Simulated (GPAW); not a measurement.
The system is KBr.

```xyz
2
Lattice="0.0000 3.3000 3.3000 3.3000 0.0000 3.3000 3.3000 3.3000 0.0000" Properties=species:S:1:pos:R:3 pbc="T T T"
Br    3.3000    3.3000    3.3000
K     0.0000    0.0000    0.0000
```

```yaml
Program: GPAW 26.7.0
Task: relaxation of cell and atoms
Functional: LDA
Potentials_or_basis: the program's PAW data sets (release 1.2.1) made for this functional
Cutoff: 600 eV
Basis: pw
k_mesh: 7 × 7 × 7
Occupations: fermi-dirac, width 0.05 eV
Spin: no spin polarisation
```

At the start: pressure -1.7 GPa; volume 35.94 Å³/atom.

Question: How do energy, volume and symmetry change on relaxing?

Answer: Over 4 steps the energy falls by 20.6 meV/atom and the volume is 32.40 Å³/atom (-9.8 %); space group Fm-3m (No. 225, to 0.05 Å).

Step by step:
| step | energy change (eV) | largest force (eV/Å) | pressure (GPa) | volume (Å³) |
| --- | --- | --- | --- | --- |
| 1 | 0.0000 | 0.0000 | -1.66 | 71.87 |
| 2 | -0.0057 | 0.0000 | -1.57 | 71.30 |
| 3 | -0.0396 | 0.0000 | 0.39 | 63.43 |
| 4 | -0.0411 | 0.0000 | -0.06 | 64.80 |

Final structure:
```xyz
2
Lattice="0.0000 3.1880 3.1880 3.1880 0.0000 3.1880 3.1880 3.1880 0.0000" Properties=species:S:1:pos:R:3 pbc="T T T"
Br    3.1880    3.1880    3.1880
K     0.0000    0.0000    0.0000
```

Caveat: later steps reuse the first step's grids.
